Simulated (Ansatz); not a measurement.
The system is HfC.

```
Hf C
1.0
     0.00000    2.32500    2.32500
     2.32500    0.00000    2.32500
     2.32500    2.32500    0.00000
Hf C
1 1
Direct
  0.50000 0.50000 0.50000
  0.00000 0.00000 0.00000
```

- Program: Ansatz 0.2.0
- Task: single point
- Functional: PBE
- Potentials or basis: Ansatz PAW
- Cutoff: 420 eV (not typed: the program's choice for these potentials)
- k mesh: 10 × 10 × 10
- Occupations: fermi-dirac, width 0.05 eV
- Spin: no spin polarisation

On this cell: pressure 0.2 GPa; largest force zero by symmetry; band gap on the k mesh none (metal or under the smearing width).

The same run follows on a disturbed copy (atoms moved at random, drawn with an rms of 0.05 Å):

```
CELL_PARAMETERS angstrom
0.00000 2.32500 2.32500
2.32500 0.00000 2.32500
2.32500 2.32500 0.00000
ATOMIC_POSITIONS crystal
Hf 0.48872 0.50833 0.48842
C 0.99015 0.01910 0.99366
```

What changes?

The energy (extrapolated to zero smearing) moves by +4.7 meV/atom; pressure 0.5 GPa; largest force 0.370 eV/Å; band gap on the k mesh none (metal or under the smearing width).

Forces in eV/Å, atoms in the order of the input:
```
Hf   0.279  0.117  0.213
C   -0.279 -0.117 -0.213
```

Stress tensor (GPa, compression positive):
```
 0.63 -0.09 -0.16
-0.09  0.32 -0.07
-0.16 -0.07  0.47
```
